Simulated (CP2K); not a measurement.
Runs of CP2K 2026.2 on Nb. The typed cell holds 1 atom: a = 2.707 Å, b = 3.357 Å, c = 2.926 Å, α = 126.55°, β = 106.47°, γ = 102.66°. This isn't the form of Nb at room conditions, which is bcc.

```tsv
level	cutoff of the non-local correlation (Ry)	gap on the mesh (eV)	pressure (GPa)
HLE17	-	none	-10.6
LDA	-	none	3.9
HLE16	-	none	(b)
AM05	-	none	6.6
optB88-vdW	300	none	(a)
PBEsol	-	none	7.1
```

Alike in all rows: task band structure; potentials or basis POTENTIAL_UZH Nb GTH-PBE-q13; TZVP-MOLOPT-PBE-GTH basis; no spin polarisation; cell as given; k mesh 12 × 11 × 13; smearing fermi-dirac 0.05 eV.

Problem. Fill in the values left out.

Solution. (a) 12.5; (b) -28.5.

Caveats: the potentials were made for another functional, which shifts forces and pressure; the basis of atomic orbitals isn't converged, which shifts pressures, moduli and gaps; the potentials were made for a functional far from this one (some runs).

A k mesh can miss the band edges, and the runs leave out spin-orbit coupling on Nb.

A gap of «none» marks a metal or a gap under the smearing width.

Runs at the PBE level aren't shown here.
